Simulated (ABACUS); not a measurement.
The system is TePb.

```xyz
2
Lattice="0.0000 3.2310 3.2310 3.2310 0.0000 3.2310 3.2310 3.2310 0.0000" Properties=species:S:1:pos:R:3 pbc="T T T"
Pb    0.0000    0.0000    0.0000
Te    3.2310    3.2310    3.2310
```

| Item | Value |
| --- | --- |
| Program | ABACUS 3.10.1 |
| Task | relaxation of cell and atoms |
| Functional | B86bPBE |
| Potentials or basis | GBRV ultrasoft 1.5 PBE |
| Cutoff | 544 eV |
| Density cutoff | 4354 eV |
| Basis | plane waves |
| k mesh | 6 × 6 × 6 |
| Occupations | fermi-dirac, width 0.05 eV |
| Spin | no spin polarisation |

At the start: pressure 2.4 GPa; volume 33.73 Å³/atom.

**Question.** How do energy, volume and symmetry change on relaxing?

**Answer.** Over 3 steps the energy falls by 14.2 meV/atom and the volume is 35.69 Å³/atom (+5.8 %); space group Fm-3m (No. 225, to 0.05 Å).

Step by step:
| step | energy change (eV) | largest force (eV/Å) | pressure (GPa) | volume (Å³) |
| --- | --- | --- | --- | --- |
| 1 | 0.0000 | 0.0000 | 2.44 | 67.46 |
| 2 | -0.0252 | 0.0000 | -0.71 | 72.79 |
| 3 | -0.0283 | 0.0000 | 0.01 | 71.37 |

Final structure:
```xyz
2
Lattice="0.0000 3.2923 3.2923 3.2923 0.0000 3.2923 3.2923 3.2923 0.0000" Properties=species:S:1:pos:R:3 pbc="T T T"
Pb    0.0000    0.0000    0.0000
Te    3.2923    3.2923    3.2923
```

Caveat: the potentials were made for another functional, which shifts forces and pressure.
